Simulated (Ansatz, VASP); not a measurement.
Ca: VASP beside Ansatz

```
Ca
1.0
     3.98000    0.00000    0.00000
    -1.99000    3.44678    0.00000
     0.00000    0.00000    6.52000
Ca
2
Direct
  0.66667 0.33333 0.75000
  0.33333 0.66667 0.25000
```

Alike in both runs: functional RPBE; k mesh 8 × 8 × 4; occupations fermi-dirac, width 0.05 eV; no spin polarisation.

|  | VASP | Ansatz |
| --- | --- | --- |
| version | VASP 6.6.1 | Ansatz 0.2.0 |
| potentials or method | VASP PAW PBE potentials, release 64 (Ca_sv), cutoff 520 eV | all-electron LAPW, scalar-relativistic |
| task | single point | band structure |

|  | VASP | Ansatz | Ansatz less VASP |
| --- | --- | --- | --- |
| gap on the k mesh at the Fermi level (eV) | none | none | - |
| pressure (GPa) | 0.0 | 0.0 | -0.01 |
| largest component of the traceless stress (GPa) | 0.17 | 0.17 | -0.003 |

A gap of «none» marks a metal or a gap that the smearing closes. Ansatz ran all-electron here, so the differences hold the error of VASP's frozen core and of both bases.

Caveats: the PAW data sets were made with another functional, which shifts forces and pressure a little (VASP).
